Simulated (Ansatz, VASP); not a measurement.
**Li in VASP and in Ansatz**

```
CELL_PARAMETERS angstrom
5.65100 0.00000 0.00000
-2.82550 4.89391 0.00000
0.00000 0.00000 4.11336
ATOMIC_POSITIONS crystal
Li 0.33333 0.66667 0.50819
Li 0.66667 0.33333 0.49181
Li 0.00000 0.66666 0.00000
Li 0.33333 0.33333 0.00000
Li 0.66666 0.00000 0.00000
```

Alike in both runs: task relaxation of cell and atoms; functional PBE; k mesh 6 × 6 × 4; occupations gaussian, width 0.1 eV; no spin polarisation.

|  | VASP | Ansatz |
| --- | --- | --- |
| version | VASP 6.6.1 | Ansatz 0.2.0 |
| potentials or method | VASP PAW PBE potentials, release 64 (Li_sv) | scalar-relativistic, plane waves, PAW |
| plane-wave cutoff (eV) | 600 | 420 |
| valence electrons in the cell | 15 | 15 |

Ansatz gave:

- gap on the k mesh at the Fermi level, each at its own relaxed structure (eV): none
- relaxed volume (Å³/atom): 21.43
- relaxed cell length with the largest relative difference (Å): 3.812
- energy change over the relaxation (meV/atom): -29

Task: What did VASP give for the same quantities?

Result: gap on the k mesh at the Fermi level, each at its own relaxed structure (eV): none; relaxed volume (Å³/atom): 21.11; relaxed cell length with the largest relative difference (Å): 3.774; energy change over the relaxation (meV/atom): -31.

A gap of «none» marks a metal or a gap that the smearing closes.

Caveats: the k mesh is coarse (spacing up to 0.38 Å⁻¹), so the values aren't converged; the cutoff is under 1.25 times the usual one of these potentials, so pressure, stress and relaxed cells hold a basis-set (Pulay) error (VASP).
